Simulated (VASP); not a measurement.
# Sn (Fd-3m) in VASP: further runs

Runs on Sn. Level: PBE. Tasks: relaxation of cell and atoms.

Everything below comes from runs of VASP 6.6.1. Logs are shortened: lines on timing, memory, paths and dates and some standing lists are left out, and cuts for length are marked.

## 1. Starting point

It takes space group Fd-3m (No. 227, cubic). The conventional cell has a = 6.467 Å, b = 6.467 Å, c = 6.467 Å, α = 90.00°, β = 90.00°, γ = 90.00°. Around Sn (site symmetry -43m) lie 4 Sn at 2.80 Å.

This isn't the form of Sn at room conditions, which is tetragonal (white tin).

## 2. Relaxation of cell and atoms, PBE

Contents of INCAR:

```
PREC = Accurate
ENCUT = 700
EDIFF = 1E-7
ISMEAR = 0
SIGMA = 0.02
LREAL = F
LASPH = T
NELM = 80
ALGO = Normal
ISIF = 3
LWAVE = F
LCHARG = F
GGA = PE
IBRION = 2
NSW = 80
EDIFFG = -0.002
```

Contents of KPOINTS:

```
Automatic mesh
0
Gamma
  8 8 8
```

Contents of POSCAR:

```
Sn
1.0
    0.0000000000      3.2333428000      3.2333428000
    3.2333428000      0.0000000000      3.2333428000
    3.2333428000      3.2333428000      0.0000000000
Sn
2
Direct
    0.0000000000      0.0000000000      0.0000000000
    0.2500000000      0.2500000000      0.2500000000
```

Potentials or basis: VASP PAW PBE potentials, release 64 (Sn_d).

Started as:

```
> cat potpaw_PBE.64/Sn_d/POTCAR > POTCAR
> mpirun -np 1 vasp_std > vasp.out
```

OUTCAR:

```text
PREC = Accurate
   ENCUT = 700
   EDIFF = 1E-7
   ISMEAR = 0
   LREAL = F
   LASPH = T
   NELM = 80
   ISIF = 3
   GGA = PE
   IBRION = 2
   NSW = 80
   EDIFFG = -0.002

 ion  position               nearest neighbor table
   1  0.000  0.000  0.000-   2 2.80   2 2.80   2 2.80   2 2.80
   2  0.250  0.250  0.250-   1 2.80   1 2.80   1 2.80   1 2.80

  LATTYP: Found a face centered cubic cell.
 ALAT       =     6.4666856000

  Lattice vectors:

 A1 = (   0.0000000000,   3.2333428000,   3.2333428000)
 A2 = (   3.2333428000,   0.0000000000,   3.2333428000)
 A3 = (   3.2333428000,   3.2333428000,   0.0000000000)

Analysis of symmetry for initial positions (statically):
=====================================================================
 Subroutine PRICEL returns:
 Original cell was already a primitive cell.

 Routine SETGRP: Setting up the symmetry group for a
 face centered cubic supercell.

 Subroutine GETGRP returns: Found 48 space group operations
 (whereof 24 operations were pure point group operations)
 out of a pool of 48 trial point group operations.

The static configuration has the point symmetry T_d .
 The point group associated with its full space group is O_h .

Analysis of symmetry for dynamics (positions and initial velocities):
=====================================================================
 Subroutine PRICEL returns:
 Original cell was already a primitive cell.

 Routine SETGRP: Setting up the symmetry group for a
 face centered cubic supercell.

 Subroutine GETGRP returns: Found 48 space group operations
 (whereof 24 operations were pure point group operations)
 out of a pool of 48 trial point group operations.

The dynamic configuration has the point symmetry T_d .
 The point group associated with its full space group is O_h .

 Subroutine INISYM returns: Found 48 space group operations
 (whereof 24 operations are pure point group operations),
 and found     1 'primitive' translations

----------------------------------------------------------------------------------------

                                     Primitive cell

  volume of cell :      67.6060

  direct lattice vectors                    reciprocal lattice vectors
     0.000000000  3.233342800  3.233342800    -0.154638723  0.154638723  0.154638723
     3.233342800  0.000000000  3.233342800     0.154638723 -0.154638723  0.154638723
     3.233342800  3.233342800  0.000000000     0.154638723  0.154638723 -0.154638723

  length of vectors
     4.572637240  4.572637240  4.572637240     0.267842124  0.267842124  0.267842124

  position of ions in fractional coordinates (direct lattice)
     0.000000000  0.000000000  0.000000000
     0.250000000  0.250000000  0.250000000

  ion indices of the primitive-cell ions
   primitive index   ion index
                 1           1
                 2           2

----------------------------------------------------------------------------------------

 KPOINTS: Automatic mesh

Automatic generation of k-mesh.
 Grid dimensions read from file:
 generate k-points for:    8    8    8

 Generating k-lattice:

  Cartesian coordinates                     Fractional coordinates (reciprocal lattice)
    -0.019329840  0.019329840  0.019329840     0.125000000  0.000000000  0.000000000
     0.019329840 -0.019329840  0.019329840     0.000000000  0.125000000  0.000000000
     0.019329840  0.019329840 -0.019329840     0.000000000  0.000000000  0.125000000

  Length of vectors
     0.033480266  0.033480266  0.033480266

  Shift w.r.t. Gamma in fractional coordinates (k-lattice)
     0.000000000  0.000000000  0.000000000

 Subroutine IBZKPT returns following result:
 ===========================================

 Found     29 irreducible k-points:

 Following reciprocal coordinates:
            Coordinates               Weight
  0.000000  0.000000  0.000000      1.000000
  0.125000  0.000000  0.000000      8.000000
  0.250000  0.000000  0.000000      8.000000
  0.375000  0.000000  0.000000      8.000000
  0.500000  0.000000  0.000000      4.000000
  0.125000  0.125000  0.000000      6.000000
[... 16 lines left out ...]
  0.500000  0.250000  0.125000     48.000000
 -0.375000  0.250000  0.125000     24.000000
 [... further k-points ...]
   k-points           NKPTS =     29   k-points in BZ     NKDIM =     29   number of bands    NBANDS=     18
   number of dos      NEDOS =    301   number of ions     NIONS =      2
   total plane-waves  NPLWV =  64000
   dimension x,y,z NGX =    40 NGY =   40 NGZ =   40
   dimension x,y,z NGXF=    80 NGYF=   80 NGZF=   80
   ions per type =               2
   NGX,Y,Z   is equivalent  to a cutoff of  14.54, 14.54, 14.54 a.u.
   NGXF,Y,Z  is equivalent  to a cutoff of  29.09, 29.09, 29.09 a.u.
 SYSTEM =  unknown system
   PREC   = accura    normal or accurate (medium, high low for compatibility)
   ISTART =      0    job   : 0-new  1-cont  2-samecut
   ICHARG =      2    charge: 1-file 2-atom 10-const
   ISPIN  =      1    spin polarized calculation?
   LNONCOLLINEAR =      F non collinear calculations
   LSORBIT =      F    spin-orbit coupling
   LASPH  =      T    aspherical Exc in radial PAW
   ENCUT  =  700.0 eV  51.45 Ry    7.17 a.u.   9.86  9.86  9.86*2*pi/ulx,y,z
   NELM   =     80;   NELMIN=  2; NELMDL= -5     # of ELM steps
   EDIFF  = 0.1E-06   stopping-criterion for ELM
   LREAL  =      F    real-space projection
   EDIFFG = -.2E-02   stopping-criterion for IOM
   NSW    =     80    number of steps for IOM
   IBRION =      2    ionic relax: 0-MD 1-quasi-New 2-CG
   NFREE  =      1    steps in history (QN), initial steepest desc. (CG)
   ISIF   =      3    stress and relaxation
   ISYM   =      2    0-nonsym 1-usesym 2-fastsym
   POTIM  = 0.5000    time-step for ionic-motion
   TEBEG  =    0.0;   TEEND  =   0.0 temperature during run
   PSTRESS=    0.0 pullay stress
   NELECT =      28.0000    total number of electrons
   NUPDOWN=      -1.0000    fix difference up-down
   EMIN   =  10.00;   EMAX   =-10.00  energy-range for DOS
   EFERMI =   0.00;   METHOD = LEGACY
   ISMEAR =     0;   SIGMA  =   0.02  broadening in eV -4-tet -1-fermi 0-gaus
   EFERMI_NEDOS =   21; number of points for ismear=-14 and -15
   IALGO  =     38    algorithm
   IMIX   =      4    mixing-type and parameters
     AMIX     =   0.40;   BMIX     =  1.00
     AMIX_MAG =   1.60;   BMIX_MAG =  1.00
  volume/ion in A,a.u.               =      33.80       228.11
  Fermi-wavevector in a.u.,A,eV,Ry     =   1.220298  2.306028 20.260793  1.489126
  Thomas-Fermi vector in A             =   2.355520
   LORBIT       =      0    0 simple, 1 ext, 2 COOP (PROOUT), +10 PAW based schemes
   GGA     = PE    functional components
   LHFCALC =     F    Hartree Fock is set to
   AEXX    =    0.0000 exact exchange contribution
   IVDW    =     0    specifies the selected vdW correction
   LEPSILON=     F    determine dielectric tensor
   LRPA    =     F    only Hartree local field effects (RPA)
 conjugate gradient relaxation of ions
 non-spin polarized calculation
 Gauss-broadening in eV      SIGMA  =   0.02
  energy-cutoff  :      700.00
  volume of cell :       67.61
 maximum number of plane-waves:      2874
   NGX = 19   NGY = 19   NGZ = 19

--------------------------------------- Ionic step        1  -------------------------------------------

 number of electron      28.0000005 magnetization

 Free energy of the ion-electron system (eV)
  ---------------------------------------------------
  ext. energy  EPLUGINS =         0.00000000
  ---------------------------------------------------
  free energy    TOTEN  =        -7.61860754 eV

  energy without entropy =       -7.61851939  energy(sigma->0) =       -7.61856346

 E-fermi :   5.7705     XC(G=0):  -8.9207

 val. band max:        5.5534926796   @ k =   0.1250   0.0000   0.0000
 cond. band min:       5.7705471477   @ k =   0.5000   0.0000   0.0000
 fundamental gap:      0.2170544681
 Fermi energy:         5.7705471432

 k-point     1 :       0.0000    0.0000    0.0000
  band No.  band energies     occupation
      1     -15.9490      2.00000
      2     -15.9490      2.00000
      3     -15.9490      2.00000
      4     -15.8879      2.00000
      5     -15.8879      2.00000
      6     -15.5701      2.00000
[... 10 lines left out ...]
     17       7.9175      0.00000
     18       7.9175      0.00000

 k-point     2 :       0.1250    0.0000    0.0000
  band No.  band energies     occupation
      1     -15.9601      2.00000
      2     -15.9601      2.00000
      3     -15.9452      2.00000
      4     -15.8722      2.00000
      5     -15.8722      2.00000
      6     -15.5923      2.00000
[... 10 lines left out ...]
     17       8.2877      0.00000
     18       8.6297      0.00000

 k-point     3 :       0.2500    0.0000    0.0000
  band No.  band energies     occupation
      1     -15.9753      2.00000
      2     -15.9753      2.00000
      3     -15.9357      2.00000
      4     -15.8470      2.00000
      5     -15.8470      2.00000
      6     -15.6148      2.00000
[... 494 lines left out ...]
  FORCE on cell =-STRESS in cart. coord.  units (eV):
  Direction    XX          YY          ZZ          XY          YZ          ZX
  --------------------------------------------------------------------------------------
  -------------------------------------------------------------------------------------
  Total       -0.4347250     -0.4347250     -0.4347250      0.0000000      0.0000000     -0.0000000
  in kB       -9.1983408     -9.1983408     -9.1983408      0.0000000      0.0000000     -0.0000000
  external PRESSURE =      -9.1983408 kB  Pullay stress =       0.0000000 kB

 VOLUME and BASIS-vectors are now :
 -----------------------------------------------------------------------------
  energy-cutoff  :      700.00
  volume of cell :       75.72
      direct lattice vectors                 reciprocal lattice vectors
     0.000000000  3.357854832  3.357854832    -0.148904591  0.148904591  0.148904591
     3.357854832  0.000000000  3.357854832     0.148904591 -0.148904591  0.148904591
     3.357854832  3.357854832 -0.000000000     0.148904591  0.148904591 -0.148904591

 POSITION                                       TOTAL-FORCE (eV/Angst)
 -----------------------------------------------------------------------------------
      3.35785      3.35785      6.71571         0.000000     -0.000000      0.000000
      1.67893      1.67893      1.67893        -0.000000      0.000000     -0.000000
 -----------------------------------------------------------------------------------
    total drift:                               -0.000000     -0.000000      0.000000

  FREE ENERGIE OF THE ION-ELECTRON SYSTEM (eV)
  ---------------------------------------------------
  free  energy   TOTEN  =        -7.6776693634 eV

  energy  without entropy=       -7.6774852609  energy(sigma->0) =       -7.67757731

--------------------------------------- Ionic step        3  -------------------------------------------

 number of electron      27.9999997 magnetization

 Free energy of the ion-electron system (eV)
  ---------------------------------------------------
  ext. energy  EPLUGINS =         0.00000000
  ---------------------------------------------------
  free energy    TOTEN  =        -7.68380512 eV

  energy without entropy =       -7.68366567  energy(sigma->0) =       -7.68373539

 E-fermi :   4.7475     XC(G=0):  -8.5510

 val. band max:        4.7436881477   @ k =   0.5000   0.0000   0.0000
 cond. band min:       4.8385318924   @ k =   0.3750   0.0000   0.0000
 fundamental gap:      0.0948437446
 Fermi energy:         4.7475096303

 k-point     1 :       0.0000    0.0000    0.0000
  band No.  band energies     occupation
      1     -16.6666      2.00000
      2     -16.6666      2.00000
      3     -16.6666      2.00000
      4     -16.6168      2.00000
      5     -16.6168      2.00000
      6     -16.3637      2.00000
[... 10 lines left out ...]
     17       7.0330      0.00000
     18       7.0330      0.00000

 k-point     2 :       0.1250    0.0000    0.0000
  band No.  band energies     occupation
      1     -16.6752      2.00000
      2     -16.6752      2.00000
      3     -16.6634      2.00000
      4     -16.6047      2.00000
      5     -16.6047      2.00000
      6     -16.3844      2.00000
[... 10 lines left out ...]
     17       7.3646      0.00000
     18       7.6043      0.00000

 k-point     3 :       0.2500    0.0000    0.0000
  band No.  band energies     occupation
      1     -16.6873      2.00000
      2     -16.6873      2.00000
      3     -16.6555      2.00000
      4     -16.5849      2.00000
      5     -16.5849      2.00000
      6     -16.4030      2.00000
[... 460 lines left out ...]
  --------------------------------------------------------------------------------------
  -------------------------------------------------------------------------------------
  Total        0.0036169      0.0036169      0.0036169      0.0000000      0.0000000      0.0000000
  in kB        0.0787246      0.0787246      0.0787246      0.0000000      0.0000000      0.0000000
  external PRESSURE =       0.0787246 kB  Pullay stress =       0.0000000 kB

 VOLUME and BASIS-vectors are now :
 -----------------------------------------------------------------------------
  energy-cutoff  :      700.00
  volume of cell :       73.61
      direct lattice vectors                 reciprocal lattice vectors
     0.000000000  3.326367766  3.326367766    -0.150314107  0.150314107  0.150314107
     3.326367766  0.000000000  3.326367766     0.150314107 -0.150314107  0.150314107
     3.326367766  3.326367766 -0.000000000     0.150314107  0.150314107 -0.150314107

 POSITION                                       TOTAL-FORCE (eV/Angst)
 -----------------------------------------------------------------------------------
      0.00000      0.00000     -0.00000        -0.000000     -0.000000     -0.000000
      1.66318      1.66318      1.66318         0.000000      0.000000      0.000000
 -----------------------------------------------------------------------------------
    total drift:                               -0.000000     -0.000000      0.000000

  FREE ENERGIE OF THE ION-ELECTRON SYSTEM (eV)
  ---------------------------------------------------
  free  energy   TOTEN  =        -7.6838051158 eV

  energy  without entropy=       -7.6836656656  energy(sigma->0) =       -7.68373539

 reached required accuracy - stopping structural energy minimisation
```

Wall time 1.9 min (1 thread of Intel Xeon Platinum 8375C at 2.90GHz (Ice Lake), shared host); peak memory 0.26 GiB.

Results:

- Free energy: -7.6838 eV
- Relaxed volume: 36.81 Å³/atom
- Relaxed cell: a = 4.704 Å, b = 4.704 Å, c = 4.704 Å, α = 60.00°, β = 60.00°, γ = 60.00°
- Space group after relaxing (to 0.05 Å): Fd-3m (No. 227)
- Energy gained by relaxing: 32.6 meV/atom
- Ionic steps: 3
- Pressure after relaxing: 0.0 GPa
- Band gap on the k mesh: none (metal or under the smearing width)

The path:
```
step  energy change (eV)  largest force (eV/Å)  pressure (GPa)  volume (Å³)
   1              0.0000                0.0000            3.78        67.61
   2             -0.0591                0.0000           -0.92        75.72
   3             -0.0652                0.0000            0.01        73.61
```

Final structure:
```
Sn
1.0
     0.00000    3.32637    3.32637
     3.32637    0.00000    3.32637
     3.32637    3.32637    0.00000
Sn
2
Direct
  0.00000 0.00000 0.00000
  0.25000 0.25000 0.25000
```

Levels at points of the mesh, in eV from the Fermi level:
| k point | band 12 | band 13 | band 14 | band 15 | band 16 | band 17 |
| --- | --- | --- | --- | --- | --- | --- |
| (0.00, 0.00, 0.00) | -1.00 | 0.23 | 0.23 | 0.23 | 2.29 | 2.29 |
| (0.50, 0.00, 0.00) | -5.90 | -0.87 | -0.87 | 0.00 | 3.34 | 3.34 |
| (0.50, 0.50, 0.00) | -7.13 | -2.09 | -2.09 | 1.04 | 1.04 | 7.40 |

PBE usually gives volumes a little too large and moduli too small. Zero-point motion and thermal expansion aren't in these numbers.

## 3. Relaxation of cell and atoms, PBE

This run uses another cell than the first one, of 36.81 Å³/atom, 1.089 times its volume.

INCAR is that of step 2.

KPOINTS is that of step 2.

Contents of POSCAR:

```
Sn                                      
1.0
    0.0000000000      3.3263677664      3.3263677664
    3.3263677664      0.0000000000      3.3263677664
    3.3263677664      3.3263677664     -0.0000000000
  Sn            
     2
Direct
     0.0000000000000000    0.0000000000000000    0.0000000000000000
     0.2500000000000000    0.2500000000000000    0.2500000000000000
```

Potentials or basis: VASP PAW PBE potentials, release 64 (Sn_d).

Started as:

```
> cat potpaw_PBE.64/Sn_d/POTCAR > POTCAR
> mpirun -np 1 vasp_std > vasp.out
```

It took 53 s on 1 thread of Intel Xeon Platinum 8375C at 2.90GHz (Ice Lake), shared host; peak memory 0.26 GiB.

Results (log left out):

| Item | Value |
| --- | --- |
| Free energy | -7.6839 eV |
| Pressure after relaxing | 0.0 GPa |
| Band gap on the k mesh | none (metal or under the smearing width) |

Final structure:
```yaml
crystal:
  lattice:
    - [0.00000, 3.32637, 3.32637]
    - [3.32637, 0.00000, 3.32637]
    - [3.32637, 3.32637, 0.00000]
  atoms:
    - { symbol: Sn, position: [0.00000, 0.00000, 0.00000] }
    - { symbol: Sn, position: [0.25000, 0.25000, 0.25000] }
```

Levels at points of the mesh, in eV from the Fermi level:
```
           k point  band 10  band 11  band 12  band 13  band 14  band 15  band 16  band 17  band 18
(0.00, 0.00, 0.00)   -21.11    -9.99    -1.00     0.23     0.23     0.23     2.29     2.29     2.29
(0.50, 0.00, 0.00)   -21.07    -8.51    -5.90    -0.87    -0.87     0.00     3.34     3.34     5.83
(0.50, 0.50, 0.00)   -21.05    -7.13    -7.13    -2.09    -2.09     1.04     1.04     7.40     7.40
```

Caveat: the relaxation stopped at its first step, so nothing moved.
